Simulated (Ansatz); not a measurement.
V: strain energy, fitted

V, Im-3m, a = 2.997 Å. Ansatz: PBE, PAW, 420 eV, Γ-centred 18×18×18 mesh on 2 atoms, Gaussian smearing 0.10 eV; no spin polarisation. Series: biaxial strain in the a-b plane, c and atoms relaxed; x is the strain in per cent. y is the free energy over the unstrained cell, V0 = 13.462 Å³/atom.

| x (%) | y (meV/atom) |
| --- | --- |
| -6.0 | 89.02 |
| -4.0 | ? |
| -2.0 | 9.18 |
| 0.0 | 0.00 |
| 2.0 | 8.52 |
| 4.0 | 29.63 |
| 6.0 | 59.03 |

Question: Fit y = c2 x² + c3 x³ to the other rows, turn c2 into a modulus, and predict the missing energy.

Answer: Least squares on the rows shown. y = 2.0642 x² − 0.068699 x³. In eV per unit strain² c2 is 20.64; M is the biaxial modulus (E = M V0 ε²): 20.64 × 160.2 / (13.462) = 246 GPa. The unstrained cell keeps some stress along the strain, worth a slope of 0.08 meV/atom per %, which the form leaves out. With a term in x⁴ added, the coefficient of x² becomes 2.199, 7 % more, which shows how far this figure hangs on the form. At x = -4.0 the fit asked for gives 37.42 meV/atom. The run gave 38.49 meV/atom, so the fit is 1.07 meV/atom too low, within twice the rms miss on the fitted rows (0.63 meV/atom).